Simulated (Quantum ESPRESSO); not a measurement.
Crystal: BAs.

```xyz
2
Lattice="2.1275 0.0000 0.0000 0.0000 3.1741 0.0000 0.0000 0.0000 4.9510" Properties=species:S:1:pos:R:3 pbc="T T T"
B     0.0000    1.5870    0.0000
As    1.0638    1.5870    2.4755
```

The cell was built by a generator and needn't be a form met in nature.

```yaml
Program: Quantum ESPRESSO 7.5
Task: phonons
Functional: PBE
Potentials_or_basis: GBRV 1.5 PBE
Cutoff: 612 eV
Density_cutoff: 4898 eV
k_mesh: 12 × 8 × 6
Occupations: fermi-dirac, width 0.05 eV
Spin: no spin polarisation
Mixing_beta: 0.5
Most_SCF_iterations: 120
SCF_threshold: 4e-10 Ry
```

Task: What is the highest optical frequency at the zone centre?

Result: 90 cm⁻¹, a mode of symmetry B3u (IR).

Optical modes at Γ, degenerate ones joined:
```csv
cm⁻¹,components,symmetry,active in
291i,1,B1u,IR
244i,1,B2u,IR
90,1,B3u,IR
```

Caveat: the mesh is thin for the phonons of a metal; some modes are imaginary; the cell is more than 3 GPa from zero pressure, which shifts response properties.
